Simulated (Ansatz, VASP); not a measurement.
BN in VASP and in Ansatz

Contents of INCAR:

```
SYSTEM = BN
  PREC = Accurate
  ENCUT = 520
  EDIFF = 1E-6
  ISMEAR = -1
  SIGMA = 0.02
  LREAL = .FALSE.
  LASPH = .TRUE.
  NELM = 100
  ALGO = Normal
  ISIF = 2
  LWAVE = .FALSE.
  LCHARG = .FALSE.
  GGA = PE
  NBANDS = 16
```

The input KPOINTS:

```
regular mesh
0
G
  12 12 6
  0 0 0
```

POSCAR

```
BN
1.0
    2.5439493036      0.0000000000      0.0000000000
   -1.2719746518      2.2031247228      0.0000000000
    0.0000000000      0.0000000000      4.2078167811
B N
2 2
Direct
    0.6666666667      0.3333333333      0.0002035744
    0.3333333333      0.6666666667      0.5002035744
    0.6666666667      0.3333333333      0.3747964256
    0.3333333333      0.6666666667      0.8747964256
```

Input for Ansatz:

```yaml
crystal:
  lattice:
    - [2.5439493036, 0.0, 0.0]
    - [-1.2719746518, 2.2031247228, 0.0]
    - [0.0, 0.0, 4.2078167811]
  atoms:
    - { symbol: B, position: [0.6666666667, 0.3333333333, 0.0002035744] }
    - { symbol: B, position: [0.3333333333, 0.6666666667, 0.5002035744] }
    - { symbol: "N", position: [0.6666666667, 0.3333333333, 0.3747964256] }
    - { symbol: "N", position: [0.3333333333, 0.6666666667, 0.8747964256] }
kpoints:
  mp_grid: { grid: [12, 12, 6] }
  band_path:
    path:
      - [[0.0, 0.0, 0.0], [0.5, -2.41475689447e-17, 8.101078798886e-35], [0.3333333333333, 0.3333333333333, -2.452757900584e-34], [0.0, 0.0, 0.0], [3.452607121195e-51, -4.838438122174e-51, 0.5], [0.5, -2.41475689447e-17, 0.5], [0.3333333333333, 0.3333333333333, 0.5], [3.452607121195e-51, -4.838438122174e-51, 0.5]]
      - [[0.5, -2.41475689447e-17, 0.5], [0.5, -2.41475689447e-17, 8.101078798886e-35]]
      - [[0.3333333333333, 0.3333333333333, 0.5], [0.3333333333333, 0.3333333333333, -2.452757900584e-34]]
    npoints: 10
hamiltonian:
  xc: pbe
scf:
  occupations: { method: fermi_dirac, width: 0.02 }
  n_extra_bands: 5
output:
  forces: true
  stress: true
  eigenvalues: true
  write_density: true
  write_potential: true
  elf: true
  volumetric_format: npy
```

Measurements of this composition are mostly on another form, of space group No. 194.

Alike in both runs: task single point; functional PBE; k mesh 12 × 12 × 6; occupations fermi-dirac, width 0.02 eV; no spin polarisation.

```csv
,VASP,Ansatz
version,VASP 6.6.1,Ansatz 0.2.0
potentials or method,"VASP PAW PBE potentials, release 64 (B, N)","plane waves, PAW"
plane-wave cutoff (eV),520,420
valence electrons in the cell,16,16
```

```csv
,VASP,Ansatz,Ansatz less VASP
gap on the k mesh at the Fermi level (eV),5.19,5.21,+0.018
pressure (GPa),4.9,4.7,-0.27
largest component of the traceless stress (GPa),0.11,0.07,-0.037
rms of the force components (eV/Å),0.005,0.004,-0.0013
```

Atom by atom the forces differ by 0.001 eV/Å (rms over components).

PBE gaps usually lie below the measured ones, often by a third to a half. A k mesh can miss the band edges.
